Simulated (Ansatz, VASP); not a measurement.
# Ga: VASP beside Ansatz

The input INCAR:

```
SYSTEM = Ga
  PREC = Accurate
  ENCUT = 520
  EDIFF = 1E-7
  ISMEAR = 0
  SIGMA = 0.05
  LREAL = .FALSE.
  LASPH = .TRUE.
  NELM = 100
  ALGO = Normal
  ISIF = 2
  LWAVE = .FALSE.
  LCHARG = .TRUE.
  GGA = PE
  LELF = .TRUE.
  LVHAR = .TRUE.
  NBANDS = 12
```

File KPOINTS:

```
Automatic mesh
0
G
  18 18 18
  0 0 0
```

The input POSCAR:

```
Ga
1.0
   -1.6864227604      1.6864227604      1.6864227604
    1.6864227604     -1.6864227604      1.6864227604
    1.6864227604      1.6864227604     -1.6864227604
Ga
1
Direct
    0.0000000000      0.0000000000      0.0000000000
```

Input for Ansatz:

```yaml
crystal:
  lattice:
    - [-1.6864227604, 1.6864227604, 1.6864227604]
    - [1.6864227604, -1.6864227604, 1.6864227604]
    - [1.6864227604, 1.6864227604, -1.6864227604]
  atoms:
    - { symbol: Ga, position: [0.0, 0.0, 0.0] }
basis:
  ecutwfc: 600
  ecutrho_ratio: 5
kpoints:
  mp_grid: { grid: [18, 18, 18] }
hamiltonian:
  xc: pbe
scf:
  occupations: { method: gaussian, width: 0.05 }
output:
  forces: true
  stress: true
  eigenvalues: true
```

Alike in both runs: task single point; functional PBE; k mesh 18 × 18 × 18; occupations gaussian, width 0.05 eV; no spin polarisation.

|  | VASP | Ansatz |
| --- | --- | --- |
| version | VASP 6.6.1 | Ansatz 0.2.0 |
| potentials or method | VASP PAW PBE potentials, release 64 (Ga_d) | scalar-relativistic, plane waves, PAW |
| plane-wave cutoff (eV) | 520 | 600 |
| valence electrons in the cell | 13 | 13 |

Ansatz gave:

```
gap on the k mesh at the Fermi level (eV) : none
pressure (GPa)                            : 0.0
```

What did VASP give for the same quantities?

gap on the k mesh at the Fermi level (eV): none; pressure (GPa): 0.1.

A gap of «none» marks a metal or a gap that the smearing closes. With one functional, cell and mesh, what is left measures potentials, basis and numerics.
